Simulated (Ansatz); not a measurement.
Given:

```yaml
crystal:
  lattice:
    - [0.00000, 2.45948, 2.45948]
    - [2.45948, 0.00000, 2.45948]
    - [2.45948, 2.45948, 0.00000]
  atoms:
    - { symbol: Br, position: [0.00000, 0.00000, 0.00000] }
    - { symbol: Na, position: [0.50000, 0.50000, 0.50000] }
```

No spin polarisation.

Computed with PBEsol/PAW in Ansatz (an electronic-structure program), scalar-relativistic without spin-orbit coupling. Γ-centred 10×10×10 mesh, Fermi–Dirac width 0.05 eV.

Task: Predict the band gap and gap character.

Result: 
- Band gap = 5.18 eV
- Gap character = indirect, Γ → X

Load acts through the strain it causes; cell and atoms are relaxed under it. No phonon test of stability was made. No other phases were tried under pressure. The cell was made from NaBr in the rock salt structure (space group Fm-3m, No. 225) by this change: pressure 45 GPa.
